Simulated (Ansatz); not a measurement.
**Au: equation of state with LDA**

**What was measured.**

“Exploring toroidal anvil profiles for larger sample volumes above 4 Mbar”, 2024, pmc:11102561 quotes, for a bulk crystal of Au: bulk modulus 167 GPa.

Au:

```
CELL_PARAMETERS angstrom
0.00000 2.03500 2.03500
2.03500 0.00000 2.03500
2.03500 2.03500 0.00000
ATOMIC_POSITIONS crystal
Au 0.00000 0.00000 0.00000
```

```json
{"Program": "Ansatz 0.2.0", "Task": "equation of state", "Functional": "LDA", "Potentials or basis": "Ansatz PAW", "Cutoff": "420 eV", "Density cutoff": "1680 eV", "k mesh": "11 × 11 × 11", "Occupations": "fermi-dirac, width 0.05 eV", "Spin": "spin-orbit coupling, no magnetisation"}
```

```
Equilibrium volume                      : 16.45 Å³/atom
Bulk modulus                            : 199 GPa
Pressure derivative of the bulk modulus : 5.6
```

Energy against volume, from the lowest point:
```
volume (Å³/atom)  energy (meV/atom)
          15.843              14.81
          16.181               2.62
          16.518               0.00
          16.855               5.75
          17.192              18.82
          17.529              38.27
          17.866              63.28
```

All runs of the series together: 8.3 s on 2 threads of INTEL(R) XEON(R) PLATINUM 8581C CPU @ 2.30GHz (Emerald Rapids), on a shared host.

Against the measured bulk modulus of Au, 167 GPa (quoted in “Exploring toroidal anvil profiles for larger sample volumes above 4 Mbar”, 2024, pmc:11102561), the calculated 199 GPa is off by +19.3 %. The fit is for a static lattice scaled at fixed shape and fixed fractional positions.

LDA usually gives volumes a few per cent too small.
